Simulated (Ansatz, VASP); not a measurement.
## One calculation of RbBr, two programs

```
Rb Br
1.0
     4.12608    0.00000    0.00000
     0.00000    4.12608    0.00000
     0.00000    0.00000    4.12608
Rb Br
1 1
Direct
  0.00000 0.00000 0.00000
  0.50000 0.50000 0.50000
```

The cell comes from a database or a generator and needn't be the stable form of this composition.

Alike in both runs: task single point; functional LDA; k mesh 8 × 8 × 8; occupations gaussian, width 0.05 eV; no spin polarisation.

```csv
,VASP,Ansatz
version,VASP 6.6.1,Ansatz 0.2.0
potentials or method,"VASP PAW LDA potentials, release 64 (Rb_sv, Br)","scalar-relativistic, plane waves, PAW"
plane-wave cutoff (eV),520,420
valence electrons in the cell,16,16
```

VASP gave:

| Item | Value |
| --- | --- |
| gap on the k mesh at the Fermi level (eV) | 3.69 |
| pressure (GPa) | -1.9 |

Problem. Which values does Ansatz return?

Solution. gap on the k mesh at the Fermi level (eV): 3.67; pressure (GPa): -2.0.

A k mesh can miss the band edges. Expect the measured gap to be larger: semilocal functionals such as LDA lack the derivative discontinuity.
